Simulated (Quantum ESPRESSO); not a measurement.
# SnTe (Fm-3m) in Quantum ESPRESSO: settings compared, part 2 of 2

Quantum ESPRESSO 7.5. Earlier steps stand in the parts before.

## Step 4: Single point, LDA, 30.03 Å³/atom

Contents of pw.in:

```
&CONTROL
  calculation = 'scf'
  prefix = 'pwscf'
  outdir = './tmp'
  pseudo_dir = './pseudo'
  tprnfor = .true.
  tstress = .true.
  disk_io = 'nowf'
/
&SYSTEM
  ibrav = 0
  nat = 2
  ntyp = 2
  ecutwfc = 68
  ecutrho = 544
  nbnd = 16
  occupations = 'smearing'
  smearing = 'fd'
  degauss = 0.00367493
/
&ELECTRONS
  conv_thr = 4d-10
  electron_maxstep = 120
  mixing_beta = 0.5
/
ATOMIC_SPECIES
Te   127.6000 te_lda_v1.uspp.F.UPF
Sn   118.7100 sn_lda_v1.4.uspp.F.UPF
CELL_PARAMETERS angstrom
   0.0000000000    3.1082657258    3.1082657258
   3.1082657258    0.0000000000    3.1082657258
   3.1082657258    3.1082657258    0.0000000000
ATOMIC_POSITIONS crystal
Te     0.5000000000    0.5000000000    0.5000000000
Sn     0.0000000000    0.0000000000    0.0000000000
K_POINTS automatic
7 7 7 0 0 0
```

On the command line:

```bash
$ OMP_NUM_THREADS=1 mpirun -n 2 pw.x -nk 2 -in pw.in > pw.out
```

Run time: 15 s. Hardware: 2 MPI ranks of Arm Neoverse V2, shared host; peak memory 0.44 GiB.

The run converged. Its results:

```yaml
Free_energy: -2523.6722 eV
Pressure: 0.2 GPa
```

Caveat: this odd mesh misses L, where the gap lies, so gap, dielectric constants and Born charges aren't listed.

## Step 5: Single point, LDA, 30.66 Å³/atom

Changes to pw.in since step 4:

```diff
@@ -29,5 +29,5 @@
 CELL_PARAMETERS angstrom
-   0.0000000000    3.1082657258    3.1082657258
-   3.1082657258    0.0000000000    3.1082657258
-   3.1082657258    3.1082657258    0.0000000000
+   0.0000000000    3.1297027185    3.1297027185
+   3.1297027185    0.0000000000    3.1297027185
+   3.1297027185    3.1297027185    0.0000000000
 ATOMIC_POSITIONS crystal
```

On the command line:

```bash
$ OMP_NUM_THREADS=1 mpirun -n 2 pw.x -nk 2 -in pw.in > pw.out
```

Run time: 16 s. Hardware: 2 MPI ranks of Arm Neoverse V2, shared host; peak memory 0.44 GiB.

The run converged. Its results:

| Property | Result |
| --- | --- |
| Free energy | -2523.6700 eV |
| Pressure | -0.9 GPa |

Caveat: this odd mesh misses L, where the gap lies, so gap, dielectric constants and Born charges aren't listed.

## Step 6: Single point, LDA, 31.28 Å³/atom

Changes to pw.in since step 5:

```diff
@@ -29,5 +29,5 @@
 CELL_PARAMETERS angstrom
-   0.0000000000    3.1297027185    3.1297027185
-   3.1297027185    0.0000000000    3.1297027185
-   3.1297027185    3.1297027185    0.0000000000
+   0.0000000000    3.1508500000    3.1508500000
+   3.1508500000    0.0000000000    3.1508500000
+   3.1508500000    3.1508500000    0.0000000000
 ATOMIC_POSITIONS crystal
```

Potentials or basis: GBRV 1.5 LDA.

On the command line:

```bash
$ OMP_NUM_THREADS=1 mpirun -n 2 pw.x -nk 2 -in pw.in > pw.out
```

Run time: 17 s. Hardware: 2 MPI ranks of Arm Neoverse V2, shared host; peak memory 0.46 GiB.

Results (log left out):

```yaml
Free_energy: -2523.6604 eV
Pressure: -1.8 GPa
```

Caveat: this odd mesh misses L, where the gap lies, so gap, dielectric constants and Born charges aren't listed.

## Step 7: Single point, LDA, 31.91 Å³/atom

Changes to pw.in since step 6:

```diff
@@ -29,5 +29,5 @@
 CELL_PARAMETERS angstrom
-   0.0000000000    3.1508500000    3.1508500000
-   3.1508500000    0.0000000000    3.1508500000
-   3.1508500000    3.1508500000    0.0000000000
+   0.0000000000    3.1717171644    3.1717171644
+   3.1717171644    0.0000000000    3.1717171644
+   3.1717171644    3.1717171644    0.0000000000
 ATOMIC_POSITIONS crystal
```

On the command line:

```bash
$ OMP_NUM_THREADS=1 mpirun -n 2 pw.x -nk 2 -in pw.in > pw.out
```

Wall time 16 s (2 MPI ranks of Arm Neoverse V2, shared host); peak memory 0.46 GiB.

The run converged. Its results:

```
Free energy : -2523.6440 eV
Pressure    : -2.6 GPa
```

Caveat: this odd mesh misses L, where the gap lies, so gap, dielectric constants and Born charges aren't listed.

## Step 8: Single point, LDA, 32.53 Å³/atom

Changes to pw.in since step 7:

```diff
@@ -29,5 +29,5 @@
 CELL_PARAMETERS angstrom
-   0.0000000000    3.1717171644    3.1717171644
-   3.1717171644    0.0000000000    3.1717171644
-   3.1717171644    3.1717171644    0.0000000000
+   0.0000000000    3.1923133075    3.1923133075
+   3.1923133075    0.0000000000    3.1923133075
+   3.1923133075    3.1923133075    0.0000000000
 ATOMIC_POSITIONS crystal
```

On the command line:

```bash
$ OMP_NUM_THREADS=1 mpirun -n 2 pw.x -nk 2 -in pw.in > pw.out
```

Wall time 17 s (2 MPI ranks of Arm Neoverse V2, shared host); peak memory 0.46 GiB.

Results (log left out):

| Quantity | Value |
| --- | --- |
| Free energy | -2523.6217 eV |
| Pressure | -3.3 GPa |

Caveat: this odd mesh misses L, where the gap lies, so gap, dielectric constants and Born charges aren't listed.

## Step 9: Single point, LDA, 33.16 Å³/atom

Changes to pw.in since step 8:

```diff
@@ -29,5 +29,5 @@
 CELL_PARAMETERS angstrom
-   0.0000000000    3.1923133075    3.1923133075
-   3.1923133075    0.0000000000    3.1923133075
-   3.1923133075    3.1923133075    0.0000000000
+   0.0000000000    3.2126470615    3.2126470615
+   3.2126470615    0.0000000000    3.2126470615
+   3.2126470615    3.2126470615    0.0000000000
 ATOMIC_POSITIONS crystal
```

Potentials or basis: GBRV 1.5 LDA.

On the command line:

```bash
$ OMP_NUM_THREADS=1 mpirun -n 2 pw.x -nk 2 -in pw.in > pw.out
```

It took 18 s on 2 MPI ranks of Arm Neoverse V2, shared host; peak memory 0.48 GiB.

Results (log left out):

| Quantity | Value |
| --- | --- |
| Free energy | -2523.5941 eV |
| Pressure | -4.0 GPa |

Caveat: this odd mesh misses L, where the gap lies, so gap, dielectric constants and Born charges aren't listed.

## Step 10: Equation of state, LDA

No new run: the results of the series are fitted here.

What came out:

```yaml
Equilibrium_volume: 30.17 Å³/atom
Bulk_modulus: 51 GPa
Pressure_derivative_of_the_bulk_modulus: 4.6
```

Energy against volume, from the lowest point:
| volume (Å³/atom) | energy (meV/atom) |
| --- | --- |
| 29.404 | 3.15 |
| 30.030 | 0.00 |
| 30.656 | 1.09 |
| 31.281 | 5.92 |
| 31.907 | 14.10 |
| 32.532 | 25.25 |
| 33.158 | 39.06 |

Caveat: this odd mesh misses L, where the gap lies, so gap, dielectric constants and Born charges aren't listed.

## Step 11: Against experiment

Step 2. Measured gap of SnTe: 0.18 eV (direct; 300 K; a printed reference work, textbook). This calculation gives 0.19 eV (+0.01 eV). Spin-orbit coupling on Sn, Te is left out. The value is that of PBEsol, without temperature or zero-point motion.
